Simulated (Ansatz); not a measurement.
Sb:

```
Sb
1.0
     3.16000    0.00000    0.00000
     0.00000    3.16000    0.00000
     0.00000    0.00000    3.16000
Sb
1
Direct
  0.00000 0.00000 0.00000
```

This isn't the form of Sb at room conditions, which is rhombohedral.

Base run:

| Property | Result |
| --- | --- |
| Program | Ansatz 0.2.0 |
| Functional | PBE |
| Potentials or basis | Ansatz PAW |
| Cutoff | 420 eV (not typed: the program's choice for these potentials) |
| k mesh | 8 × 8 × 8 |
| Occupations | fermi-dirac, width 0.05 eV |
| Spin | no spin polarisation |

Its results: band gap on the k mesh none (metal or under the smearing width); pressure -2.3 GPa.

**Question.** The run is repeated on the same cell with these changes: functional from PBE to PBEsol. What comes out?

**Answer.** Band gap on the k mesh none (metal or under the smearing width); pressure -4.7 GPa.

PBEsol binds more tightly than PBE, so the same cell stands under less pressure.

Caveats: spin-orbit coupling is left out, which moves the levels of the heavy elements; the PAW data sets come from PBE, with cores solved anew for the run's functional, which leaves a small shift of forces and pressure (some runs).
